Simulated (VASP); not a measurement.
# MnSb (P6_3/mmc) in VASP: a series of runs

Runs on MnSb. Level: PBE. Tasks: single point.

All numbers are computed with VASP 6.6.1; they aren't measurements. Logs are shortened: lines on timing, memory, paths and dates and some standing lists are left out, and cuts for length are marked.

### 1 The structure

The structure is hexagonal, space group P6_3/mmc (No. 194). Conventional cell: a = 4.150 Å, b = 4.150 Å, c = 5.780 Å, α = 90.00°, β = 90.00°, γ = 120.00°. Sb (site symmetry -6m2) has 6 Mn at 2.80 Å as nearest neighbours. Mn (site symmetry -3m) has 6 Sb at 2.80 Å and 2 Mn at 2.89 Å as nearest neighbours.

### 2 Single point, PBE, collinear spin, ferromagnetic start

The input, INCAR:

```
PREC = Accurate
ENCUT = 550
EDIFF = 1E-6
ISMEAR = 0
SIGMA = 0.1
LREAL = False
LASPH = True
NELM = 150
ALGO = Fast
ISIF = 2
LWAVE = False
LCHARG = False
ISPIN = 2
MAGMOM = 0 0 4 4
LORBIT = 11
LMAXMIX = 4
GGA = PE
```

The input, KPOINTS:

```
regular mesh
0
Gamma
  7 7 5
```

The input, POSCAR:

```
MnSb
1.0
    4.1500000000      0.0000000000      0.0000000000
   -2.0750000000      3.5940054257      0.0000000000
    0.0000000000      0.0000000000      5.7800000000
Sb Mn
2 2
Cartesian
    2.0750000002      1.1980018084      4.3350000000
   -0.0000000002      2.3960036173      1.4450000000
    0.0000000000      0.0000000000      2.8900000000
    0.0000000000      0.0000000000      0.0000000000
```

Potentials or basis: VASP PAW PBE potentials, release 64 (Sb_d_GW, Mn_GW).

Started as:

```console
$ cat potpaw_PBE.64/Sb_d_GW/POTCAR potpaw_PBE.64/Mn_GW/POTCAR > POTCAR
$ mpirun -np 1 vasp_std > vasp.out
```

OUTCAR:

```text
PREC = Accurate
   ENCUT = 550
   EDIFF = 1E-6
   ISMEAR = 0
   LREAL = False
   LASPH = True
   NELM = 150
   ISIF = 2
   ISPIN = 2
   LORBIT = 11
   GGA = PE

 ion  position               nearest neighbor table
   1  0.667  0.333  0.750-   3 2.80   4 2.80   3 2.80   4 2.80   3 2.80   4 2.80
   2  0.333  0.667  0.250-   3 2.80   4 2.80   3 2.80   4 2.80   3 2.80   4 2.80
   3  0.000  0.000  0.500-   1 2.80   2 2.80   1 2.80   2 2.80   1 2.80   2 2.80   4 2.89   4 2.89

   4  0.000  0.000  0.000-   1 2.80   2 2.80   1 2.80   2 2.80   1 2.80   2 2.80   3 2.89   3 2.89

  LATTYP: Found a hexagonal cell.
 ALAT       =     4.1500000000
 C/A-ratio  =     1.3927710843

  Lattice vectors:

 A1 = (   4.1500000000,   0.0000000000,   0.0000000000)
 A2 = (  -2.0750000000,   3.5940054257,   0.0000000000)
 A3 = (   0.0000000000,   0.0000000000,   5.7800000000)

Analysis of symmetry for initial positions (statically):
=====================================================================
 Subroutine PRICEL returns:
 Original cell was already a primitive cell.

 Routine SETGRP: Setting up the symmetry group for a
 hexagonal supercell.

 Subroutine GETGRP returns: Found 24 space group operations
 (whereof 12 operations were pure point group operations)
 out of a pool of 24 trial point group operations.

The static configuration has the point symmetry D_3d.
 The point group associated with its full space group is D_6h.

Analysis of symmetry for dynamics (positions and initial velocities):
=====================================================================
 Subroutine PRICEL returns:
 Original cell was already a primitive cell.

 Routine SETGRP: Setting up the symmetry group for a
 hexagonal supercell.

 Subroutine GETGRP returns: Found 24 space group operations
 (whereof 12 operations were pure point group operations)
 out of a pool of 24 trial point group operations.

The dynamic configuration has the point symmetry D_3d.
 The point group associated with its full space group is D_6h.

Analysis of structural, dynamic, and magnetic symmetry:
=====================================================================
 Subroutine PRICEL returns:
 Original cell was already a primitive cell.

 Routine SETGRP: Setting up the symmetry group for a
 hexagonal supercell.

 Subroutine GETGRP returns: Found 24 space group operations
 (whereof 12 operations were pure point group operations)
 out of a pool of 24 trial point group operations.

The overall configuration has the point symmetry D_3d.
 The point group associated with its full space group is D_6h.

 Subroutine INISYM returns: Found 24 space group operations
 (whereof 12 operations are pure point group operations),
 and found     1 'primitive' translations

----------------------------------------------------------------------------------------

                                     Primitive cell

  volume of cell :      86.2094

  direct lattice vectors                    reciprocal lattice vectors
     4.150000000  0.000000000  0.000000000     0.240963855  0.139120547  0.000000000
    -2.075000000  3.594005426  0.000000000     0.000000000  0.278241094  0.000000000
     0.000000000  0.000000000  5.780000000     0.000000000  0.000000000  0.173010381

  length of vectors
     4.150000000  4.150000000  5.780000000     0.278241094  0.278241094  0.173010381

  position of ions in fractional coordinates (direct lattice)
     0.666666667  0.333333333  0.750000000
     0.333333333  0.666666667  0.250000000
     0.000000000  0.000000000  0.500000000
     0.000000000  0.000000000  0.000000000

  ion indices of the primitive-cell ions
   primitive index   ion index
                 1           1
                 2           2
                 3           3
                 4           4

----------------------------------------------------------------------------------------

 KPOINTS: regular mesh

Automatic generation of k-mesh.
 Grid dimensions read from file:
 generate k-points for:    7    7    5

 Generating k-lattice:

  Cartesian coordinates                     Fractional coordinates (reciprocal lattice)
     0.034423408  0.019874364  0.000000000     0.142857143  0.000000000  0.000000000
     0.000000000  0.039748728  0.000000000     0.000000000  0.142857143  0.000000000
     0.000000000  0.000000000  0.034602076     0.000000000  0.000000000  0.200000000

  Length of vectors
     0.039748728  0.039748728  0.034602076

  Shift w.r.t. Gamma in fractional coordinates (k-lattice)
     0.000000000  0.000000000  0.000000000

 Subroutine IBZKPT returns following result:
 ===========================================

 Found     24 irreducible k-points:

 Following reciprocal coordinates:
            Coordinates               Weight
  0.000000  0.000000  0.000000      1.000000
  0.142857  0.000000  0.000000      6.000000
  0.285714  0.000000  0.000000      6.000000
  0.428571 -0.000000  0.000000      6.000000
  0.142857  0.142857  0.000000      6.000000
  0.285714  0.142857  0.000000     12.000000
[... 16 lines left out ...]
  0.428571  0.142857  0.400000     12.000000
  0.285714  0.285714  0.400000     12.000000
   k-points           NKPTS =     24   k-points in BZ     NKDIM =     24   number of bands    NBANDS=     30
   number of dos      NEDOS =    301   number of ions     NIONS =      4
   total plane-waves  NPLWV =  49152
   dimension x,y,z NGX =    32 NGY =   32 NGZ =   48
   dimension x,y,z NGXF=    64 NGYF=   64 NGZF=   96
   ions per type =               2   2
   NGX,Y,Z   is equivalent  to a cutoff of  12.82, 12.82, 13.81 a.u.
   NGXF,Y,Z  is equivalent  to a cutoff of  25.64, 25.64, 27.61 a.u.
 SYSTEM =  unknown system
   PREC   = accura    normal or accurate (medium, high low for compatibility)
   ISTART =      0    job   : 0-new  1-cont  2-samecut
   ICHARG =      2    charge: 1-file 2-atom 10-const
   ISPIN  =      2    spin polarized calculation?
   LNONCOLLINEAR =      F non collinear calculations
   LSORBIT =      F    spin-orbit coupling
   LASPH  =      T    aspherical Exc in radial PAW
   ENCUT  =  550.0 eV  40.42 Ry    6.36 a.u.   7.94  7.94 11.05*2*pi/ulx,y,z
   NELM   =    150;   NELMIN=  2; NELMDL= -5     # of ELM steps
   EDIFF  = 0.1E-05   stopping-criterion for ELM
   LREAL  =      F    real-space projection
   EDIFFG = 0.1E-04   stopping-criterion for IOM
   NSW    =      0    number of steps for IOM
   IBRION =     -1    ionic relax: 0-MD 1-quasi-New 2-CG
   NFREE  =      0    steps in history (QN), initial steepest desc. (CG)
   ISIF   =      2    stress and relaxation
   ISYM   =      2    0-nonsym 1-usesym 2-fastsym
   POTIM  = 0.5000    time-step for ionic-motion
   TEBEG  =    0.0;   TEEND  =   0.0 temperature during run
   PSTRESS=    0.0 pullay stress
   NELECT =      44.0000    total number of electrons
   NUPDOWN=      -1.0000    fix difference up-down
   EMIN   =  10.00;   EMAX   =-10.00  energy-range for DOS
   EFERMI =   0.00;   METHOD = LEGACY
   ISMEAR =     0;   SIGMA  =   0.10  broadening in eV -4-tet -1-fermi 0-gaus
   EFERMI_NEDOS =   21; number of points for ismear=-14 and -15
   IALGO  =     68    algorithm
   IMIX   =      4    mixing-type and parameters
     AMIX     =   0.40;   BMIX     =  1.00
     AMIX_MAG =   1.60;   BMIX_MAG =  1.00
  volume/ion in A,a.u.               =      21.55       145.44
  Fermi-wavevector in a.u.,A,eV,Ry     =   1.308300  2.472329 23.288414  1.711650
  Thomas-Fermi vector in A             =   2.438977
   LORBIT       =     11    0 simple, 1 ext, 2 COOP (PROOUT), +10 PAW based schemes
   GGA     = PE    functional components
   LHFCALC =     F    Hartree Fock is set to
   AEXX    =    0.0000 exact exchange contribution
   IVDW    =     0    specifies the selected vdW correction
   LEPSILON=     F    determine dielectric tensor
   LRPA    =     F    only Hartree local field effects (RPA)
 spin polarized calculation
 RMM-DIIS sequential band-by-band and
 Gauss-broadening in eV      SIGMA  =   0.10
  energy-cutoff  :      550.00
  volume of cell :       86.21
 maximum number of plane-waves:      2545
 NGX is ok and might be reduce to    32
   NGX = 15   NGY = 15   NGZ = 23

 number of electron      44.0000001 magnetization       6.7184916

 Free energy of the ion-electron system (eV)
  ---------------------------------------------------
  ext. energy  EPLUGINS =         0.00000000
  ---------------------------------------------------
  free energy    TOTEN  =       -26.33158705 eV

  energy without entropy =      -26.31989619  energy(sigma->0) =      -26.32574162

 E-fermi :   5.4027     XC(G=0): -10.7817

 val. band max:        5.3807960338   @ k =   0.0000   0.0000   0.4000
 cond. band min:       5.4183675225   @ k =   0.0000   0.0000   0.0000
 fundamental gap:      0.0375714887
 Fermi energy:         5.4026533265

 spin component 1

 k-point     1 :       0.0000    0.0000    0.0000
  band No.  band energies     occupation
      1     -23.4444      1.00000
      2     -23.4444      1.00000
      3     -23.4232      1.00000
      4     -23.4224      1.00000
      5     -23.4224      1.00000
      6     -23.4212      1.00000
[... 781 lines left out ...]
     29      10.6199      0.00000
     30      10.8583      0.00000
 Fermi energy:         5.4026533265

 spin component 2

 k-point     1 :       0.0000    0.0000    0.0000
  band No.  band energies     occupation
      1     -23.4696      1.00000
      2     -23.4696      1.00000
      3     -23.4533      1.00000
      4     -23.4512      1.00000
      5     -23.4474      1.00000
      6     -23.4474      1.00000
[... 781 lines left out ...]
     29      11.3772      0.00000
     30      11.5375      0.00000

------------------------ aborting loop because EDIFF is reached ----------------------------------------

  FORCE on cell =-STRESS in cart. coord.  units (eV):
  Direction    XX          YY          ZZ          XY          YZ          ZX
  --------------------------------------------------------------------------------------
  -------------------------------------------------------------------------------------
  Total       -1.6560468     -1.6560468     -2.1990745      0.0000000     -0.0000000      0.0000000
  in kB      -30.7771586    -30.7771586    -40.8691737      0.0000000     -0.0000000      0.0000000
  external PRESSURE =     -34.1411636 kB  Pullay stress =       0.0000000 kB

 VOLUME and BASIS-vectors are now :
 -----------------------------------------------------------------------------
  energy-cutoff  :      550.00
  volume of cell :       86.21
      direct lattice vectors                 reciprocal lattice vectors
     4.150000000  0.000000000  0.000000000     0.240963855  0.139120547  0.000000000
    -2.075000000  3.594005426  0.000000000     0.000000000  0.278241094  0.000000000
     0.000000000  0.000000000  5.780000000     0.000000000  0.000000000  0.173010381

 POSITION                                       TOTAL-FORCE (eV/Angst)
 -----------------------------------------------------------------------------------
      2.07500      1.19800      4.33500        -0.000000     -0.000000      0.000000
     -0.00000      2.39600      1.44500         0.000000      0.000000      0.000000
      0.00000      0.00000      2.89000        -0.000000     -0.000000      0.000000
      0.00000      0.00000      0.00000        -0.000000     -0.000000      0.000000
 -----------------------------------------------------------------------------------
    total drift:                               -0.000000      0.000000      0.000000

  FREE ENERGIE OF THE ION-ELECTRON SYSTEM (eV)
  ---------------------------------------------------
  free  energy   TOTEN  =       -26.3315870532 eV

  energy  without entropy=      -26.3198961945  energy(sigma->0) =      -26.32574162

 total charge

# of ion       s       p       d       f       tot
--------------------------------------------------
    1        1.260   1.488  10.008   0.013  12.769
    2        1.260   1.488  10.008   0.013  12.769
    3        0.336   0.343   5.133   0.006   5.818
    4        0.336   0.343   5.133   0.006   5.818
--------------------------------------------------
tot          3.191   3.663  30.283   0.037  37.173

 magnetization (x)

# of ion       s       p       d       f       tot
--------------------------------------------------
    1        0.016  -0.173   0.013   0.005  -0.139
    2        0.016  -0.173   0.013   0.005  -0.139
    3        0.046   0.030   3.347   0.000   3.423
    4        0.046   0.030   3.347   0.000   3.423
--------------------------------------------------
tot          0.124  -0.286   6.720   0.010   6.567
```

It took 4.2 min on 1 thread of AMD EPYC 7R43 (Zen 3), shared host; peak memory 0.3 GiB.

Results:

* Free energy: -26.3316 eV
* Pressure: -3.4 GPa
* Band gap on the k mesh: none (metal or under the smearing width)
* Net moment: 6.72 μB per cell
* Site moments: Sb -0.14; Mn +3.42 μB
* Valence electrons inside the program's atomic spheres: Sb 12.77; Mn 5.82

Stress tensor (GPa, compression positive):
```
-3.08  0.00  0.00
 0.00 -3.08  0.00
 0.00  0.00 -4.09
```

Levels at points of the mesh, in eV from the Fermi level:
Spin up:
| k point | band 21 | band 22 | band 23 | band 24 | band 25 | band 26 | band 27 | band 28 | band 29 | band 30 |
| --- | --- | --- | --- | --- | --- | --- | --- | --- | --- | --- |
| (0.00, 0.00, 0.00) | -1.89 | -1.89 | -0.55 | 0.50 | 0.50 | 2.25 | 2.25 | 2.62 | 3.03 | 4.30 |
Spin down:
```
           k point  band 15  band 16  band 17  band 18  band 19  band 20  band 21  band 22  band 23  band 24
(0.00, 0.00, 0.00)    -2.43    -0.88     0.02     0.02     0.30     0.30     0.56     0.56     1.44     1.44
```

Caveat: only a ferromagnetic start was run, and an antiferromagnetic order may lie lower in energy.

### 3 Single point, PBE, collinear spin, ferromagnetic start

The input, run.py:

```python
from ase import Atoms
from ase.calculators.vasp import Vasp
from ase.dft.bandgap import bandgap

atoms = Atoms(
    ['Sb', 'Sb', 'Mn', 'Mn'],
    cell=[[4.15, 0.0, 0.0], [-2.075, 3.5940054257, 0.0], [0.0, 0.0, 5.78]],
    scaled_positions=[[0.6666666667, 0.3333333333, 0.75], [0.3333333333, 0.6666666667, 0.25], [0.0, 0.0, 0.5], [0.0, 0.0, 0.0]],
    pbc=True,
)
atoms.set_initial_magnetic_moments([0.0, 0.0, 4.0, 4.0])
calc = Vasp(
    directory='calc',
    xc='pbe',
    pp='PBE',
    setups={'base': 'minimal', 'Sb': '_d_GW', 'Mn': '_GW'},
    prec='Accurate',
    encut=550,
    ediff=1e-07,
    ismear=0,
    sigma=0.1,
    lreal=False,
    lasph=True,
    nelm=150,
    algo='Normal',
    isif=2,
    lwave=False,
    lcharg=False,
    ispin=2,
    lorbit=11,
    lmaxmix=4,
    kpts=[7, 7, 5],
    gamma=True,
    nbands=34,
)
atoms.calc = calc

print('energy (eV):', atoms.get_potential_energy())
print('free energy (eV):', atoms.get_potential_energy(force_consistent=True))
print('forces (eV/A):')
print(atoms.get_forces())
print('stress (eV/A^3, Voigt):', atoms.get_stress())
print('Fermi level (eV):', calc.get_fermi_level())
print('moment (muB):', atoms.get_magnetic_moment())
print('site moments (muB):', atoms.get_magnetic_moments())
gap, top, bottom = bandgap(calc)
print('band gap (eV):', gap, 'from (spin, k, band)', top, 'to', bottom)
```

Potentials or basis: VASP PAW PBE potentials, release 64 (Sb_d_GW, Mn_GW).

Started as:

```console
$ python run.py
```

Log:

```text
energy (eV): -26.32574309
free energy (eV): -26.33158833
forces (eV/A):
[[-0. -0.  0.]
 [ 0.  0.  0.]
 [ 0.  0.  0.]
 [ 0.  0.  0.]]
stress (eV/A^3, Voigt): [ 0.01894986  0.01894986  0.02523681  0.         -0.         -0.        ]
Fermi level (eV): 5.4028777
moment (muB): 6.7188137
site moments (muB): [-0.139 -0.139  3.423  3.423]
band gap (eV): 0.0 from (spin, k, band) (None, None, None) to (None, None, None)
```

OUTCAR:

```text
ENCUT = 550.000000
   EDIFF = 1.00e-07
   GGA = PE
   PREC = Accurate
   ISIF = 2
   ISMEAR = 0
   ISPIN = 2
   LORBIT = 11
   NELM = 150
   LASPH = .TRUE.
   LREAL = .FALSE.

 ion  position               nearest neighbor table
[... 2022 lines left out ...]
     -0.00000      2.39600      1.44500         0.000000      0.000000      0.000000
      0.00000      0.00000      2.89000         0.000000      0.000000      0.000000
      0.00000      0.00000      0.00000         0.000000      0.000000      0.000000
 -----------------------------------------------------------------------------------
    total drift:                               -0.000000      0.000000      0.000000

  FREE ENERGIE OF THE ION-ELECTRON SYSTEM (eV)
  ---------------------------------------------------
  free  energy   TOTEN  =       -26.3315883330 eV

  energy  without entropy=      -26.3198978520  energy(sigma->0) =      -26.32574309

 total charge

# of ion       s       p       d       f       tot
--------------------------------------------------
    1        1.260   1.488  10.008   0.013  12.769
    2        1.260   1.488  10.008   0.013  12.769
    3        0.336   0.343   5.133   0.006   5.818
    4        0.336   0.343   5.133   0.006   5.818
--------------------------------------------------
tot          3.191   3.663  30.282   0.037  37.173

 magnetization (x)

# of ion       s       p       d       f       tot
--------------------------------------------------
    1        0.016  -0.173   0.013   0.005  -0.139
    2        0.016  -0.173   0.013   0.005  -0.139
    3        0.046   0.030   3.347   0.000   3.423
    4        0.046   0.030   3.347   0.000   3.423
--------------------------------------------------
tot          0.124  -0.286   6.720   0.010   6.568
```

INCAR:

```text
ENCUT = 550.000000
SIGMA = 0.100000
EDIFF = 1.00e-07
ALGO = Normal
GGA = PE
PREC = Accurate
ISIF = 2
ISMEAR = 0
ISPIN = 2
LMAXMIX = 4
LORBIT = 11
NBANDS = 34
NELM = 150
LASPH = .TRUE.
LCHARG = .FALSE.
LWAVE = .FALSE.
LREAL = .FALSE.
MAGMOM = 2*0.0000 2*4.0000
```

Wall time 3.4 min (1 thread of AMD EPYC 7R43 (Zen 3), shared host); peak memory 0.3 GiB.

What came out:

- Free energy: -26.3316 eV
- Pressure: -3.4 GPa
- Band gap on the k mesh: none (metal or under the smearing width)
- Net moment: 6.72 μB per cell
- Site moments: Sb -0.14; Mn +3.42 μB
- Valence electrons inside the program's atomic spheres: Sb 12.77; Mn 5.82

Stress tensor (GPa, compression positive):
```
-3.04  0.00  0.00
 0.00 -3.04  0.00
 0.00  0.00 -4.04
```

Caveat: only a ferromagnetic start was run, and an antiferromagnetic order may lie lower in energy.

### 4 The reference run

An earlier run on the cell as given: functional PBE; potentials or basis VASP PAW PBE potentials, release 64 (Sb, Mn_pv); cutoff 520 eV; k mesh 7 × 7 × 5; occupations fermi-dirac, width 0.05 eV; collinear spin, ferromagnetic start; starting moments [0.0, 0.0, 4.0, 4.0] μB.

- Pressure: -3.2 GPa
- Band gap on the k mesh: none (metal or under the smearing width)
- Net moment: 6.71 μB per cell
- Site moments: Sb -0.13; Mn +3.40 μB
- Valence electrons inside the program's atomic spheres: Sb 2.44; Mn 11.51
